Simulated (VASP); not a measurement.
# MgO (Periclase) (Fm-3m) in VASP: settings compared

The runs below take MgO (Periclase) through relaxation of cell and atoms, with PBE, LDA.

All numbers are computed with VASP 6.6.1; they aren't measurements. Logs are shortened: lines on timing, memory, paths and dates and some standing lists are left out, and cuts for length are marked.

**1. The crystal as given**

The structure is cubic, space group Fm-3m (No. 225). The conventional cell has a = 4.217 Å, b = 4.217 Å, c = 4.217 Å, α = 90.00°, β = 90.00°, γ = 90.00°. Mg (site symmetry m-3m) is surrounded by 6 O at 2.11 Å. Around O (site symmetry m-3m) lie 6 Mg at 2.11 Å.

**2. Relaxation of cell and atoms, PBE, target pressure 12 GPa, at which the enthalpy is minimised**

File INCAR:

```
SYSTEM = MgO
ALGO = Normal ; EDIFF = 1E-6
EDIFFG = -0.01 ; ENCUT = 600
GGA = PE ; IBRION = 2
ISIF = 3 ; ISMEAR = 0
LASPH = .TRUE. ; LCHARG = .FALSE.
LREAL = .FALSE. ; LWAVE = .FALSE.
NELM = 80 ; NSW = 90
PREC = Accurate ; PSTRESS = 120.0
SIGMA = 0.03
```

File KPOINTS:

```
k-points
0
G
  12 12 12
  0 0 0
```

File POSCAR:

```
MgO
1.0
    0.0000000000      2.1085000000      2.1085000000
    2.1085000000      0.0000000000      2.1085000000
    2.1085000000      2.1085000000      0.0000000000
Mg O
1 1
Direct
    0.0000000000      0.0000000000      0.0000000000
    0.5000000000      0.5000000000      0.5000000000
```

Potentials or basis: VASP PAW PBE potentials, release 64 (Mg, O).

Run with:

```
cat potpaw_PBE.64/Mg/POTCAR potpaw_PBE.64/O/POTCAR > POTCAR
mpirun -np 1 vasp_std > vasp.out
```

OUTCAR:

```text
SYSTEM = MgO
   EDIFF = 1E-6
   EDIFFG = -0.01
   ENCUT = 600
   GGA = PE
   IBRION = 2
   ISIF = 3
   ISMEAR = 0
   LASPH = .TRUE.
   LREAL = .FALSE.
   NELM = 80
   NSW = 90
   PREC = Accurate
   PSTRESS = 120.0

 ion  position               nearest neighbor table
   1  0.000  0.000  0.000-   2 2.11   2 2.11   2 2.11   2 2.11   2 2.11   2 2.11
   2  0.500  0.500  0.500-   1 2.11   1 2.11   1 2.11   1 2.11   1 2.11   1 2.11

  LATTYP: Found a face centered cubic cell.
 ALAT       =     4.2170000000

  Lattice vectors:

 A1 = (   0.0000000000,   2.1085000000,   2.1085000000)
 A2 = (   2.1085000000,   0.0000000000,   2.1085000000)
 A3 = (   2.1085000000,   2.1085000000,   0.0000000000)

Analysis of symmetry for initial positions (statically):
=====================================================================
 Subroutine PRICEL returns:
 Original cell was already a primitive cell.

 Routine SETGRP: Setting up the symmetry group for a
 face centered cubic supercell.

 Subroutine GETGRP returns: Found 48 space group operations
 (whereof 48 operations were pure point group operations)
 out of a pool of 48 trial point group operations.

The static configuration has the point symmetry O_h .

Analysis of symmetry for dynamics (positions and initial velocities):
=====================================================================
 Subroutine PRICEL returns:
 Original cell was already a primitive cell.

 Routine SETGRP: Setting up the symmetry group for a
 face centered cubic supercell.

 Subroutine GETGRP returns: Found 48 space group operations
 (whereof 48 operations were pure point group operations)
 out of a pool of 48 trial point group operations.

The dynamic configuration has the point symmetry O_h .

 Subroutine INISYM returns: Found 48 space group operations
 (whereof 48 operations are pure point group operations),
 and found     1 'primitive' translations

----------------------------------------------------------------------------------------

                                     Primitive cell

  volume of cell :      18.7478

  direct lattice vectors                    reciprocal lattice vectors
     0.000000000  2.108500000  2.108500000    -0.237135404  0.237135404  0.237135404
     2.108500000  0.000000000  2.108500000     0.237135404 -0.237135404  0.237135404
     2.108500000  2.108500000  0.000000000     0.237135404  0.237135404 -0.237135404

  length of vectors
     2.981869296  2.981869296  2.981869296     0.410730569  0.410730569  0.410730569

  position of ions in fractional coordinates (direct lattice)
     0.000000000  0.000000000  0.000000000
     0.500000000  0.500000000  0.500000000

  ion indices of the primitive-cell ions
   primitive index   ion index
                 1           1
                 2           2

----------------------------------------------------------------------------------------

 KPOINTS: k-points

Automatic generation of k-mesh.
 Grid dimensions read from file:
 generate k-points for:   12   12   12

 Generating k-lattice:

  Cartesian coordinates                     Fractional coordinates (reciprocal lattice)
    -0.019761284  0.019761284  0.019761284     0.083333333  0.000000000  0.000000000
     0.019761284 -0.019761284  0.019761284     0.000000000  0.083333333  0.000000000
     0.019761284  0.019761284 -0.019761284     0.000000000  0.000000000  0.083333333

  Length of vectors
     0.034227547  0.034227547  0.034227547

  Shift w.r.t. Gamma in fractional coordinates (k-lattice)
     0.000000000  0.000000000  0.000000000

 Subroutine IBZKPT returns following result:
 ===========================================

 Found     72 irreducible k-points:

 Following reciprocal coordinates:
            Coordinates               Weight
  0.000000  0.000000  0.000000      1.000000
  0.083333  0.000000  0.000000      8.000000
  0.166667  0.000000  0.000000      8.000000
  0.250000  0.000000  0.000000      8.000000
  0.333333  0.000000  0.000000      8.000000
  0.416667  0.000000  0.000000      8.000000
[... 16 lines left out ...]
  0.500000  0.166667  0.000000     24.000000
 -0.416667  0.166667  0.000000     24.000000
 [... further k-points ...]
   k-points           NKPTS =     72   k-points in BZ     NKDIM =     72   number of bands    NBANDS=      8
   number of dos      NEDOS =    301   number of ions     NIONS =      2
   total plane-waves  NPLWV =  13824
   dimension x,y,z NGX =    24 NGY =   24 NGZ =   24
   dimension x,y,z NGXF=    48 NGYF=   48 NGZF=   48
   ions per type =               1   1
   NGX,Y,Z   is equivalent  to a cutoff of  13.38, 13.38, 13.38 a.u.
   NGXF,Y,Z  is equivalent  to a cutoff of  26.76, 26.76, 26.76 a.u.
 SYSTEM =  MgO
   PREC   = accura    normal or accurate (medium, high low for compatibility)
   ISTART =      0    job   : 0-new  1-cont  2-samecut
   ICHARG =      2    charge: 1-file 2-atom 10-const
   ISPIN  =      1    spin polarized calculation?
   LNONCOLLINEAR =      F non collinear calculations
   LSORBIT =      F    spin-orbit coupling
   LASPH  =      T    aspherical Exc in radial PAW
   ENCUT  =  600.0 eV  44.10 Ry    6.64 a.u.   5.96  5.96  5.96*2*pi/ulx,y,z
   NELM   =     80;   NELMIN=  2; NELMDL= -5     # of ELM steps
   EDIFF  = 0.1E-05   stopping-criterion for ELM
   LREAL  =      F    real-space projection
   EDIFFG = -.1E-01   stopping-criterion for IOM
   NSW    =     90    number of steps for IOM
   IBRION =      2    ionic relax: 0-MD 1-quasi-New 2-CG
   NFREE  =      1    steps in history (QN), initial steepest desc. (CG)
   ISIF   =      3    stress and relaxation
   ISYM   =      2    0-nonsym 1-usesym 2-fastsym
   POTIM  = 0.5000    time-step for ionic-motion
   TEBEG  =    0.0;   TEEND  =   0.0 temperature during run
   PSTRESS=  120.0 pullay stress
   NELECT =       8.0000    total number of electrons
   NUPDOWN=      -1.0000    fix difference up-down
   EMIN   =  10.00;   EMAX   =-10.00  energy-range for DOS
   EFERMI =   0.00;   METHOD = LEGACY
   ISMEAR =     0;   SIGMA  =   0.03  broadening in eV -4-tet -1-fermi 0-gaus
   EFERMI_NEDOS =   21; number of points for ismear=-14 and -15
   IALGO  =     38    algorithm
   IMIX   =      4    mixing-type and parameters
     AMIX     =   0.40;   BMIX     =  1.00
     AMIX_MAG =   1.60;   BMIX_MAG =  1.00
  volume/ion in A,a.u.               =       9.37        63.26
  Fermi-wavevector in a.u.,A,eV,Ry     =   1.232503  2.329092 20.668107  1.519063
  Thomas-Fermi vector in A             =   2.367270
   LORBIT       =      0    0 simple, 1 ext, 2 COOP (PROOUT), +10 PAW based schemes
   GGA     = PE    functional components
   LHFCALC =     F    Hartree Fock is set to
   AEXX    =    0.0000 exact exchange contribution
   IVDW    =     0    specifies the selected vdW correction
   LEPSILON=     F    determine dielectric tensor
   LRPA    =     F    only Hartree local field effects (RPA)
 conjugate gradient relaxation of ions
 non-spin polarized calculation
 Gauss-broadening in eV      SIGMA  =   0.03
  energy-cutoff  :      600.00
  volume of cell :       18.75
 maximum number of plane-waves:       642
   NGX = 11   NGY = 11   NGZ = 11

--------------------------------------- Ionic step        1  -------------------------------------------

 number of electron       8.0000005 magnetization

 Free energy of the ion-electron system (eV)
  ---------------------------------------------------
  ext. energy  EPLUGINS =         0.00000000
  ---------------------------------------------------
  free energy    TOTEN  =       -11.91049839 eV

  energy without entropy =      -11.91049839  energy(sigma->0) =      -11.91049839

------------------------ aborting loop because EDIFF is reached ----------------------------------------

  FORCE on cell =-STRESS in cart. coord.  units (eV):
  Direction    XX          YY          ZZ          XY          YZ          ZX
  --------------------------------------------------------------------------------------
  -------------------------------------------------------------------------------------
  Total        0.3614761      0.3614761      0.3614761     -0.0000000     -0.0000000      0.0000000
  in kB       30.8915280     30.8915280     30.8915280     -0.0000000     -0.0000000      0.0000000
  external PRESSURE =     -89.1084720 kB  Pullay stress =     120.0000000 kB
[... 61 lines left out ...]
  enthalpy is  TOTEN    =       -10.5234626053 eV   P V=        1.3008676898

--------------------------------------- Ionic step        3  -------------------------------------------

 number of electron       7.9999999 magnetization

 Free energy of the ion-electron system (eV)
  ---------------------------------------------------
  ext. energy  EPLUGINS =         0.00000000
  ---------------------------------------------------
  free energy    TOTEN  =       -11.86948882 eV

  energy without entropy =      -11.86948882  energy(sigma->0) =      -11.86948882

 E-fermi :   3.6826     XC(G=0): -11.2944

 val. band max:        3.5321197944   @ k =   0.0000   0.0000   0.0000
 cond. band min:       8.7133110126   @ k =   0.0000   0.0000   0.0000
 fundamental gap:      5.1811912182
 Fermi energy:         3.6826219006

 k-point     1 :       0.0000    0.0000    0.0000
  band No.  band energies     occupation
      1     -13.9683      2.00000
      2       3.5321      2.00000
      3       3.5321      2.00000
      4       3.5321      2.00000
      5       8.7133      0.00000
      6      19.5909      0.00000
      7      19.5909      0.00000
      8      19.5909      0.00000
[... 243 lines left out ...]
 k-point    24 :      -0.4167    0.1667    0.0000
  band No.  band energies     occupation
      1     -12.4751      2.00000
      2      -0.8670      2.00000
      3       1.8670      2.00000
      4       2.6948      2.00000
      5      12.9039      0.00000
      6      16.3546      0.00000
      7      18.2207      0.00000
      8      21.0032      0.00000

 [... further k-points ...]

------------------------ aborting loop because EDIFF is reached ----------------------------------------

  FORCE on cell =-STRESS in cart. coord.  units (eV):
  Direction    XX          YY          ZZ          XY          YZ          ZX
  --------------------------------------------------------------------------------------
  -------------------------------------------------------------------------------------
  Total        1.3355546      1.3355546      1.3355546      0.0000000     -0.0000000     -0.0000000
  in kB      119.8353686    119.8353686    119.8353686      0.0000000     -0.0000000     -0.0000000
  external PRESSURE =      -0.1646314 kB  Pullay stress =     120.0000000 kB
[... 17 lines left out ...]
  FREE ENERGIE OF THE ION-ELECTRON SYSTEM (eV)
  ---------------------------------------------------
  free  energy   TOTEN  =       -11.8694888163 eV

  energy  without entropy=      -11.8694888163  energy(sigma->0) =      -11.86948882

  enthalpy is  TOTEN    =       -10.5320994499 eV   P V=        1.3373893664

 reached required accuracy - stopping structural energy minimisation
```

It took 53 s on 1 thread of AMD EPYC 7R43 (Zen 3), shared host; peak memory 0.11 GiB.

What came out:

| Quantity | Value |
| --- | --- |
| Free energy | -11.8695 eV |
| Relaxed volume | 8.93 Å³/atom |
| Relaxed cell | a = 2.934 Å, b = 2.934 Å, c = 2.934 Å, α = 60.00°, β = 60.00°, γ = 60.00° |
| Space group after relaxing (to 0.05 Å) | Fm-3m (No. 225) |
| Energy change on relaxing (the enthalpy is what falls) | +20.5 meV/atom |
| Ionic steps | 3 |
| Pressure after relaxing | 12.0 GPa |
| Band gap on the k mesh | 5.18 eV, direct |

The path:
```
step  energy change (eV)  largest force (eV/Å)  pressure (GPa)  volume (Å³)
   1              0.0000                0.0000            3.09        18.75
   2              0.0862                0.0000           17.83        17.37
   3              0.0410                0.0000           11.98        17.86
```

Final structure:
```yaml
crystal:
  lattice:
    - [0.00000, 2.07453, 2.07453]
    - [2.07453, 0.00000, 2.07453]
    - [2.07453, 2.07453, 0.00000]
  atoms:
    - { symbol: Mg, position: [0.00000, 0.00000, 0.00000] }
    - { symbol: O, position: [0.50000, 0.50000, 0.50000] }
```

Caveat: the cell is relaxed towards a set pressure, so the enthalpy falls and the energy may rise. A k mesh can miss the band edges.

(Part 1 of 2 ends here.)
